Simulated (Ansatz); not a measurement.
Ca:

```
Ca
1.0
    -2.20520    2.20520    2.19611
     2.20520   -2.20520    2.19611
     2.20520    2.20520   -2.19611
Ca
1
Cartesian
  0.0000 0.0000 2.1961
```

This isn't the form of Ca at room conditions, which is fcc.

Base run:

| Quantity | Value |
| --- | --- |
| Program | Ansatz 0.2.0 |
| Functional | PBE |
| Potentials or basis | all-electron LAPW, scalar-relativistic |
| Cutoff | 87 eV (chosen from the basis error) |
| Basis error allowed | 0.001 eV/atom |
| k mesh | 9 × 9 × 9 |
| Occupations | gaussian, width 0.1 eV |
| Spin | no spin polarisation |

Its results: band gap on the k mesh none (metal or under the smearing width); pressure -0.2 GPa.

Problem. The run is repeated on the same cell with these changes: functional from PBE to LDA. What comes out?

Solution. Band gap on the k mesh none (metal or under the smearing width); pressure -1.9 GPa.

LDA binds more tightly than PBE, so the same cell stands under less pressure.
